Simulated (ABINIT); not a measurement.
# Cu (Fm-3m) in ABINIT: further runs

One crystal, Cu, is run at these levels: PBE+D3(BJ), PBE+D3, AM05; tasks: equation of state, band structure.

Everything below comes from runs of ABINIT 10.8.3 (patched build). Logs are shortened: lines on timing, memory, paths and dates and some standing lists are left out, and cuts for length are marked. The log counts tension as positive stress, the text compression.

## 1. Starting point

The structure is cubic, space group Fm-3m (No. 225). The conventional cell has a = 3.615 Å, b = 3.615 Å, c = 3.615 Å, α = 90.00°, β = 90.00°, γ = 90.00°. Cu (site symmetry m-3m) is surrounded by 12 Cu at 2.56 Å.

## 2. Equation of state, PBE+D3(BJ)

Input file run.abi:

```
# Datasets: one volume each
ndtset 7
getwfk -1
scalecart1 3*0.9795861087
scalecart2 3*0.9864848297
scalecart3 3*0.9932883884
scalecart4 3*1.0000000000
scalecart5 3*1.0066227096
scalecart6 3*1.0131594038
scalecart7 3*1.0196128224

# Pseudopotentials
pp_dirpath "./"
pseudos "Cu.GGA_PBE-JTH.xml"

# Structure
acell 3*1.0 Angstrom
rprim
     0.0000000000     1.8075000000     1.8075000000
     1.8075000000     0.0000000000     1.8075000000
     1.8075000000     1.8075000000     0.0000000000
ntypat 1
znucl 29
natom 1
typat 1
xred
     0.0000000000     0.0000000000     0.0000000000

# Plane-wave basis
ecut 20.0
pawecutdg 40.0

# k points
kptopt 1
ngkpt 13 13 13
nshiftk 1
shiftk 0.0 0.0 0.0

# Exchange and correlation
ixc 11
vdw_xc 7

# Bands and occupations
nband 14
occopt 3
tsmear 0.05 eV

# SCF cycle
nstep 100
tolvrs 1.0e-9

# Output
iomode 3
prtwf 1
prtden 0
prteig 0
prtebands 0
```

Potentials or basis: JTH PAW PBE v2.0.

The run is started by

```bash
abinit run.abi > log 2>&1
```

run.abo:

```text
.Version 10.8.3 of ABINIT
 DATASET    1 : space group Fm -3 m (#225); Bravais cF (face-center cubic)
================================================================================
 Values of the parameters that define the memory need for DATASET  1.
     intxc =       0    ionmov =       0      iscf =      17    lmnmax =      18
     lnmax =       6     mgfft =      20  mpssoang =       3    mqgrid =    3001
     natom =       1  nloc_mem =       2    nspden =       1   nspinor =       1
    nsppol =       1      nsym =      48    n1xccc =       1    ntypat =       1
    occopt =       3   xclevel =       2
       mpw =         328          nfft =        8000          nkpt =          84
 PAW method is used; the additional fine FFT grid is defined by:
   mgfftf=        30    nfftf =     27000
================================================================================
================================================================================
[... 71 lines left out ...]
 DATASET    7 : space group Fm -3 m (#225); Bravais cF (face-center cubic)
================================================================================
 Values of the parameters that define the memory need for DATASET  7.
     intxc =       0    ionmov =       0      iscf =      17    lmnmax =      18
     lnmax =       6     mgfft =      20  mpssoang =       3    mqgrid =    3001
     natom =       1  nloc_mem =       2    nspden =       1   nspinor =       1
    nsppol =       1      nsym =      48    n1xccc =       1    ntypat =       1
    occopt =       3   xclevel =       2
       mpw =         373          nfft =        8000          nkpt =          84
 PAW method is used; the additional fine FFT grid is defined by:
   mgfftf=        30    nfftf =     27000
================================================================================
================================================================================

--------------------------------------------------------------------------------
------------- Echo of variables that govern the present computation ------------
--------------------------------------------------------------------------------
 -outvars: echo values of preprocessed input variables --------
            acell      1.8897261259E+00  1.8897261259E+00  1.8897261259E+00 Bohr
              amu      6.35460000E+01
             ecut      2.00000000E+01 Hartree
           getwfk          -1
                       outvar_i_n : Printing only first  50 k-points.
              ixc          11
           jdtset        1    2    3    4    5    6    7
                       outvar_i_n : Printing only first  50 k-points.
         kptrlatt       13    0    0      0   13    0      0    0   13
          kptrlen1     6.15145911E+01
          kptrlen2     6.19478067E+01
          kptrlen3     6.23750464E+01
          kptrlen4     6.27965122E+01
          kptrlen5     6.32123953E+01
          kptrlen6     6.36228769E+01
          kptrlen7     6.40281291E+01
            natom           1
            nband          14
           ndtset           7
            ngfft          20      20      20
          ngfftdg          30      30      30
             nkpt          84
            nstep         100
             nsym          48
           ntypat           1
                       prtocc : prtvol=0, do not print more k-points.
           occopt           3
        pawecutdg      4.00000000E+01 Hartree
         pawxcdev           0
           prtden           0
        prtebands           0
           prteig           0
            rprim1     0.0000000000E+00  1.7706018915E+00  1.7706018915E+00
                       1.7706018915E+00  0.0000000000E+00  1.7706018915E+00
                       1.7706018915E+00  1.7706018915E+00  0.0000000000E+00
            rprim2     0.0000000000E+00  1.7830713297E+00  1.7830713297E+00
                       1.7830713297E+00  0.0000000000E+00  1.7830713297E+00
                       1.7830713297E+00  1.7830713297E+00  0.0000000000E+00
            rprim3     0.0000000000E+00  1.7953687620E+00  1.7953687620E+00
                       1.7953687620E+00  0.0000000000E+00  1.7953687620E+00
                       1.7953687620E+00  1.7953687620E+00  0.0000000000E+00
            rprim4     0.0000000000E+00  1.8075000000E+00  1.8075000000E+00
                       1.8075000000E+00  0.0000000000E+00  1.8075000000E+00
                       1.8075000000E+00  1.8075000000E+00  0.0000000000E+00
            rprim5     0.0000000000E+00  1.8194705476E+00  1.8194705476E+00
                       1.8194705476E+00  0.0000000000E+00  1.8194705476E+00
                       1.8194705476E+00  1.8194705476E+00  0.0000000000E+00
            rprim6     0.0000000000E+00  1.8312856224E+00  1.8312856224E+00
                       1.8312856224E+00  0.0000000000E+00  1.8312856224E+00
                       1.8312856224E+00  1.8312856224E+00  0.0000000000E+00
            rprim7     0.0000000000E+00  1.8429501765E+00  1.8429501765E+00
                       1.8429501765E+00  0.0000000000E+00  1.8429501765E+00
                       1.8429501765E+00  1.8429501765E+00  0.0000000000E+00
          spgroup         225
           tolvrs      1.00000000E-09
           tsmear      1.83746611E-03 Hartree
            typat      1
           useylm           1
           vdw_xc           7
                       outvars : Printing only first  50 k-points.
            znucl       29.00000

================================================================================

 chkinp: Checking input parameters for consistency, jdtset=   1.

 chkinp: Checking input parameters for consistency, jdtset=   2.

 chkinp: Checking input parameters for consistency, jdtset=   3.

 chkinp: Checking input parameters for consistency, jdtset=   4.
[... 31 lines left out ...]
 getcut: wavevector=  0.0000  0.0000  0.0000  ngfft=  20  20  20
         ecut(hartree)=     20.000   => boxcut(ratio)=   2.09950

 Fine grid specifications (used for densities):

 getcut: wavevector=  0.0000  0.0000  0.0000  ngfft=  30  30  30
         ecut(hartree)=     40.000   => boxcut(ratio)=   2.22932

 getcut : COMMENT -
  Note that boxcut > 2.2 ; recall that boxcut=Gcut(box)/Gcut(sphere) = 2
  is sufficient for exact treatment of convolution.
  Such a large boxcut is a waste : you could raise ecut
  e.g. ecut=   49.698893 Hartrees makes boxcut=2

--- Pseudopotential description ------------------------------------------------
- pspini: atom type   1  psp file is ./Cu.GGA_PBE-JTH.xml
 Pseudopotential format is: paw10
 basis_size (lnmax)=  6 (lmn_size= 18), orbitals=   0   0   1   1   2   2
 Spheres core radius: rc_sph= 2.00090475
 Shapefunction is SIN type: shapef(r)=[sin(pi*r/rshp)/(pi*r/rshp)]**2
 Radius for shape functions =  1.80603571
 Compensation charge density is not taken into account in XC energy/potential

   7.07019918E+02                                ecore*ucvol(ha*bohr**3)
--------------------------------------------------------------------------------

[... 7 lines left out ...]

     iter   Etot(hartree)      deltaE(h)  residm     nres2
 ETOT  1  -194.93414177739    -1.949E+02 4.735E+01 1.568E+01
 ETOT  2  -198.22709038312    -3.293E+00 2.968E-01 1.013E+02
 ETOT  3  -198.04247811335     1.846E-01 1.430E-01 1.904E+01
 ETOT  4  -197.98880580339     5.367E-02 2.064E-01 1.146E+00
 ETOT  5  -197.98543522134     3.371E-03 4.105E-03 3.817E-01
 ETOT  6  -197.98478524713     6.500E-04 1.567E-03 2.241E-01
 ETOT  7  -197.98389403655     8.912E-04 5.840E-04 5.920E-04
 ETOT  8  -197.98389884253    -4.806E-06 1.158E-04 3.969E-04
 ETOT  9  -197.98390047809    -1.636E-06 6.081E-05 9.787E-04
 ETOT 10  -197.98389931809     1.160E-06 8.028E-05 1.440E-04
 ETOT 11  -197.98389917968     1.384E-07 1.751E-05 1.582E-04
[... 160 lines left out ...]
 getcut: wavevector=  0.0000  0.0000  0.0000  ngfft=  20  20  20
         ecut(hartree)=     20.000   => boxcut(ratio)=   2.08481

 Fine grid specifications (used for densities):

 getcut: wavevector=  0.0000  0.0000  0.0000  ngfft=  30  30  30
         ecut(hartree)=     40.000   => boxcut(ratio)=   2.21373

 getcut : COMMENT -
  Note that boxcut > 2.2 ; recall that boxcut=Gcut(box)/Gcut(sphere) = 2
  is sufficient for exact treatment of convolution.
  Such a large boxcut is a waste : you could raise ecut
  e.g. ecut=   49.006212 Hartrees makes boxcut=2

--------------------------------------------------------------------------------

-inwffil : will read wavefunctions from disk file runo_DS1_WFK.nc

================================================================================

--- !BeginCycle
iteration_state: {dtset: 2, }
solver: {iscf: 17, nstep: 100, nline: 4, wfoptalg: 10, }
tolerances: {tolvrs: 1.00E-09, }
...
[... 1045 lines left out ...]
 Cartesian components of stress tensor (hartree/bohr^3)
  sigma(1 1)=  6.04067951E-04  sigma(3 2)=  0.00000000E+00
  sigma(2 2)=  6.04067951E-04  sigma(3 1)=  0.00000000E+00
  sigma(3 3)=  6.04067951E-04  sigma(2 1)=  0.00000000E+00

-Cartesian components of stress tensor (GPa)         [Pressure= -1.7772E+01 GPa]
- sigma(1 1)=  1.77722927E+01  sigma(3 2)=  0.00000000E+00
- sigma(2 2)=  1.77722927E+01  sigma(3 1)=  0.00000000E+00
- sigma(3 3)=  1.77722927E+01  sigma(2 1)=  0.00000000E+00

== END DATASET(S) ==============================================================
================================================================================

 -outvars: echo values of variables after computation  --------
            acell      1.8897261259E+00  1.8897261259E+00  1.8897261259E+00 Bohr
           etotal1    -1.9798389938E+02
           etotal2    -1.9798395588E+02
           etotal3    -1.9798386315E+02
           etotal4    -1.9798357892E+02
           etotal5    -1.9798315547E+02
           etotal6    -1.9798259259E+02
           etotal7    -1.9798194437E+02
            fcart1    -0.0000000000E+00 -0.0000000000E+00 -0.0000000000E+00
            fcart2    -0.0000000000E+00 -0.0000000000E+00 -0.0000000000E+00
            fcart3    -0.0000000000E+00 -0.0000000000E+00 -0.0000000000E+00
            fcart4    -0.0000000000E+00 -0.0000000000E+00 -0.0000000000E+00
            fcart5    -0.0000000000E+00 -0.0000000000E+00 -0.0000000000E+00
            fcart6    -0.0000000000E+00 -0.0000000000E+00 -0.0000000000E+00
            fcart7    -0.0000000000E+00 -0.0000000000E+00 -0.0000000000E+00
            rprim1     0.0000000000E+00  1.7706018915E+00  1.7706018915E+00
                       1.7706018915E+00  0.0000000000E+00  1.7706018915E+00
                       1.7706018915E+00  1.7706018915E+00  0.0000000000E+00
            rprim2     0.0000000000E+00  1.7830713297E+00  1.7830713297E+00
                       1.7830713297E+00  0.0000000000E+00  1.7830713297E+00
                       1.7830713297E+00  1.7830713297E+00  0.0000000000E+00
            rprim3     0.0000000000E+00  1.7953687620E+00  1.7953687620E+00
                       1.7953687620E+00  0.0000000000E+00  1.7953687620E+00
[... 9 lines left out ...]
                       1.8312856224E+00  1.8312856224E+00  0.0000000000E+00
            rprim7     0.0000000000E+00  1.8429501765E+00  1.8429501765E+00
                       1.8429501765E+00  0.0000000000E+00  1.8429501765E+00
                       1.8429501765E+00  1.8429501765E+00  0.0000000000E+00
           strten1     6.8180488572E-05  6.8180488572E-05  6.8180488572E-05
                       0.0000000000E+00  0.0000000000E+00  0.0000000000E+00
           strten2     1.8711209151E-04  1.8711209151E-04  1.8711209151E-04
                       0.0000000000E+00  0.0000000000E+00  0.0000000000E+00
           strten3     2.9147092783E-04  2.9147092783E-04  2.9147092783E-04
                       0.0000000000E+00  0.0000000000E+00  0.0000000000E+00
           strten4     3.8522049408E-04  3.8522049408E-04  3.8522049408E-04
                       0.0000000000E+00  0.0000000000E+00  0.0000000000E+00
           strten5     4.6896867419E-04  4.6896867419E-04  4.6896867419E-04
                       0.0000000000E+00  0.0000000000E+00  0.0000000000E+00
           strten6     5.4164652771E-04  5.4164652771E-04  5.4164652771E-04
                       0.0000000000E+00  0.0000000000E+00  0.0000000000E+00
           strten7     6.0406795065E-04  6.0406795065E-04  6.0406795065E-04
                       0.0000000000E+00  0.0000000000E+00  0.0000000000E+00
 Calculation completed.
```

Wall time 1.7 min (1 thread of Arm Neoverse V1, shared host); peak memory 0.13 GiB.

Results:

```yaml
Equilibrium_volume: 11.31 Å³/atom
Bulk_modulus: 168 GPa
Pressure_derivative_of_the_bulk_modulus: "5.1 (rough: it moves with the points fitted)"
```

Energy against volume, from the lowest point:
| volume (Å³/atom) | energy (meV/atom) |
| --- | --- |
| 11.102 | 1.54 |
| 11.338 | 0.00 |
| 11.574 | 2.52 |
| 11.810 | 10.26 |
| 12.047 | 21.78 |
| 12.283 | 37.10 |
| 12.519 | 54.74 |

Caveat: the cutoff is too short for stress, so the log's stress isn't used; pressures at fixed basis lie under the slope of the energies.

## 3. Equation of state, PBE+D3

Changes to run.abi since step 2:

```diff
@@ -16,7 +16,7 @@
 # Structure
-acell 3*1.0 Angstrom
+acell 3*1.0
 rprim
-     0.0000000000     1.8075000000     1.8075000000
-     1.8075000000     0.0000000000     1.8075000000
-     1.8075000000     1.8075000000     0.0000000000
+     0.0000000000     3.4156799703     3.4156799703
+     3.4156799703     0.0000000000     3.4156799703
+     3.4156799703     3.4156799703     0.0000000000
 ntypat 1
@@ -40,3 +40,3 @@
 ixc 11
-vdw_xc 7
+vdw_xc 6
 
@@ -57 +57,2 @@
 prtebands 0
+enunit 2
```

Potentials or basis: JTH PAW PBE v2.0.

The run is started by

```bash
abinit run.abi > log 2>&1
```

It took 79 s on 1 thread of Arm Neoverse V2, shared host; peak memory 0.13 GiB.

The run converged. Its results:

```yaml
Equilibrium_volume: 11.31 Å³/atom
Bulk_modulus: 165 GPa
Pressure_derivative_of_the_bulk_modulus: "5.0 (rough: it moves with the points fitted)"
```

Energy against volume, from the lowest point:
```
volume (Å³/atom)  energy (meV/atom)
          11.102               1.53
          11.338               0.00
          11.574               2.45
          11.810              10.05
          12.047              21.40
          12.283              36.53
          12.519              53.98
```

Caveat: the cutoff is too short for stress, so the log's stress isn't used; pressures at fixed basis lie under the slope of the energies.

## 4. Band structure, AM05

Input file run.abi:

```
# Datasets: ground state, then fixed potential
ndtset 2

# Pseudopotentials
pp_dirpath "./"
pseudos "Cu.GGA_PBE-JTH.xml"

# Structure
acell 3*1.0
rprim
     0.0000000000     3.4156799703     3.4156799703
     3.4156799703     0.0000000000     3.4156799703
     3.4156799703     3.4156799703     0.0000000000
ntypat 1
znucl 29
natom 1
typat 1
xred
     0.0000000000     0.0000000000     0.0000000000

# Plane-wave basis
ecut 20.0
pawecutdg 40.0

# Exchange and correlation
ixc -120135

# Bands and occupations
occopt 3
tsmear 0.00183747

# SCF cycle
nstep 100

# Output
iomode 3
prtwf 0
prteig 0
prtebands 0
enunit 2
prtden1 1

# Dataset 1
kptopt1 1
ngkpt1 13 13 13
nshiftk1 1
shiftk1 0.0 0.0 0.0
nband1 14
tolvrs1 1.0e-9

# Dataset 2: bands along G-X-W-K-G-L-U-W-L-K
iscf2 -2
getden2 1
nband2 18
nbdbuf2 2
tolwfr2 1.0e-12
kptopt2 -9
ndivsm2 8
prteig2 1
prtvol2 -3
kptbounds2
     0.0000000000     0.0000000000     0.0000000000
     0.5000000000     0.0000000000     0.5000000000
     0.5000000000     0.2500000000     0.7500000000
     0.3750000000     0.3750000000     0.7500000000
     0.0000000000     0.0000000000     0.0000000000
     0.5000000000     0.5000000000     0.5000000000
     0.6250000000     0.2500000000     0.6250000000
     0.5000000000     0.2500000000     0.7500000000
     0.5000000000     0.5000000000     0.5000000000
     0.3750000000     0.3750000000     0.7500000000
```

The run is started by

```bash
abinit run.abi > log 2>&1
```

It took 30 s on 1 thread of Arm Neoverse V2, shared host; peak memory 0.1 GiB.

Results (log left out):

- Free energy: -5382.3198 eV
- Band gap on the k mesh: none (metal or under the smearing width)
- Valence electrons inside the program's atomic spheres: Cu 17.36 (radii [1.0588] Å)

Levels at the corners of the path, in eV from the Fermi level:
| point | band 7 | band 8 | band 9 | band 10 | band 11 | band 12 |
| --- | --- | --- | --- | --- | --- | --- |
| Γ | -3.17 | -3.17 | -2.33 | -2.33 | 22.61 | 25.15 |
| X | -1.78 | -1.62 | -1.62 | 1.25 | 6.95 | 12.90 |
| W | -3.69 | -2.38 | -1.62 | 6.00 | 6.00 | 8.09 |
| K | -2.92 | -2.20 | -1.82 | 4.12 | 5.53 | 7.67 |
| Γ | -3.17 | -3.17 | -2.33 | -2.33 | 22.61 | 25.15 |
| L | -3.20 | -1.76 | -1.76 | -1.26 | 3.61 | 21.02 |
| U | -2.92 | -2.20 | -1.82 | 4.12 | 5.53 | 7.67 |
| W | -3.69 | -2.38 | -1.62 | 6.00 | 6.00 | 8.09 |
| L | -3.20 | -1.76 | -1.76 | -1.26 | 3.61 | 21.02 |
| K | -2.92 | -2.20 | -1.82 | 4.12 | 5.53 | 7.67 |

Caveat: the cutoff is too short for stress, so the log's stress isn't used; the PAW data sets were made with another functional, which shifts forces and pressure a little.

## 5. Summary

| task | level | V0 of scaled cells (Å³/atom) | B0 (GPa) |
| --- | --- | --- | --- |
| equation of state | PBE+D3(BJ) | 11.31 | 168 |
| equation of state | PBE+D3 | 11.31 | 165 |
| band structure | AM05 | - | - |

Alike in all rows: potentials or basis JTH PAW PBE v2.0; no spin polarisation; cell as given; k mesh 13 × 13 × 13; cutoff (eV) 544; smearing fermi-dirac 0.05 eV.

Caveats: pressures at fixed basis lie under the slope of the energies (some runs); the PAW data sets were made with another functional, which shifts forces and pressure a little (some runs).

Absolute energies hang on the potentials; compare differences alone.
